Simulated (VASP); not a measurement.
Crystal: C.

```xyz
12
Lattice="2.5221 0.0000 0.0000 -1.2611 2.1842 0.0000 0.0000 0.0000 12.3557" Properties=species:S:1:pos:R:3 pbc="T T T"
C     1.2611    0.7281    4.3760
C     0.0000    1.4561   10.5539
C     1.2611    0.7281    1.8018
C     0.0000    1.4561    7.9797
C     1.2611    0.7281    5.9205
C     0.0000    1.4561   12.0983
C     1.2611    0.7281    0.2574
C     0.0000    1.4561    6.4352
C     0.0000    0.0000   10.0390
C     0.0000    0.0000    3.8612
C     0.0000    0.0000    8.4945
C     0.0000    0.0000    2.3167
```

This is a hexagonal form of diamond, not graphite.

Base run:

* Program: VASP 6.6.1
* Functional: r2SCAN
* Potentials or basis: VASP PAW PBE potentials, release 64 (C)
* Cutoff: 520 eV
* k mesh: 12 × 12 × 3
* Occupations: fermi-dirac, width 0.05 eV
* Spin: no spin polarisation

Its results: band gap on the k mesh 4.57 eV, indirect (least direct gap 5.53 eV); pressure -1.0 GPa; largest force 0.344 eV/Å.

Q: After a change of settings the same cell gave: band gap on the k mesh 4.41 eV, indirect (least direct gap 5.52 eV); pressure 2.1 GPa; largest force 0.336 eV/Å. Which change was it?
A. functional from r2SCAN to rSCAN
B. functional from r2SCAN to SCAN; further incar settings from ALGO = Normal; EDIFF = 1e-07; NBANDS = 36 to ALGO = Normal; EDIFF = 1e-07
C. functional from r2SCAN to TPSS; further incar settings from ALGO = Normal; EDIFF = 1e-07; NBANDS = 36 to ALGO = Normal; EDIFF = 1e-06; NBANDS = 36

A: C.

Caveats: the PAW data sets were made with another functional, which shifts forces and pressure a little.

Runs at the PBE level aren't shown here.
